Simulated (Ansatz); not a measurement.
Structure types of Nb were relaxed at one common pressure (all-electron LAPW in Ansatz 0.2.0 under PBE, scalar-relativistic, no spin polarisation, zero temperature). They take these volumes:

```tsv
type	space group	V (Å³/atom)
fcc	Fm-3m	16.40
bcc	Im-3m	15.91
hcp	P6_3/mmc	16.31
simple hexagonal	P6/mmm	16.73
sc	Pm-3m	17.14
beta tin	I4_1/amd	16.55
```

At about which pressure, and is the densest type also the lowest in enthalpy?

28 GPa. The densest is bcc, and it is also the lowest in enthalpy among these.
